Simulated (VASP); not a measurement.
## AlNi: single point with PBEsol

The system is AlNi.

```
Al Ni
1.0
     1.93869   -1.95319    0.00000
     1.93869    1.95319    0.00000
     0.00000    0.00000    3.09943
Al Ni
1 1
Cartesian
  0.0000 0.0000 0.0000
  1.8887 0.0000 1.5497
```

The cell comes from a database or a generator and needn't be the stable form of this composition.

The cell isn't the ideal one: all Ni atoms moved -0.050 Å, as atom 2 along Cartesian [1 0 0].

| Property | Result |
| --- | --- |
| Program | VASP 6.6.1 |
| Task | single point |
| Functional | PBEsol |
| Potentials or basis | VASP PAW PBE potentials, release 64 (Al, Ni) |
| Cutoff | 520 eV |
| k mesh | 18 × 18 × 16 |
| Occupations | gaussian, width 0.15 eV |
| Spin | no spin polarisation |
| Dipole correction | no |
| Further INCAR settings | ALGO = Fast; EDIFF = 1e-06; NBANDS = 14 |

| Property | Result |
| --- | --- |
| Pressure | 0.9 GPa |
| Largest force | 0.299 eV/Å |
| Band gap on the k mesh | none (metal or under the smearing width) |

Forces on the atoms (eV/Å):
```
Al  -0.299  0.000  0.000
Ni   0.299  0.000  0.000
```

Stress tensor (GPa, compression positive):
```
 4.04  0.00  0.00
 0.00  2.13  0.00
 0.00  0.00 -3.33
```

Levels at points of the mesh, in eV from the Fermi level:
| k point | band 5 | band 6 | band 7 | band 8 | band 9 | band 10 |
| --- | --- | --- | --- | --- | --- | --- |
| (0.00, 0.00, 0.00) | -1.65 | -1.36 | 2.93 | 6.99 | 7.07 | 7.23 |
| (0.50, 0.00, 0.00) | -2.08 | -1.54 | -0.36 | 7.77 | 7.94 | 9.39 |
| (0.50, 0.50, 0.00) | -2.43 | -2.30 | -0.86 | 2.21 | 3.30 | 10.80 |
| (0.00, 0.00, 0.50) | -2.08 | -1.31 | -1.25 | 8.42 | 11.18 | 11.23 |
| (0.50, 0.00, 0.50) | -2.00 | -1.91 | -1.23 | 1.29 | 2.20 | 13.62 |
| (0.50, 0.50, 0.50) | -0.84 | 1.83 | 2.07 | 2.18 | 3.86 | 4.08 |

It took 99 s on 1 thread of Intel(R) Xeon(R) 6975P-C (Granite Rapids) (shared host), peak memory 0.36 GiB.

Caveat: the PAW data sets were made with another functional, which shifts forces and pressure a little. Spin polarisation is off, so any magnetic state and its effect on volume and gap are missing.
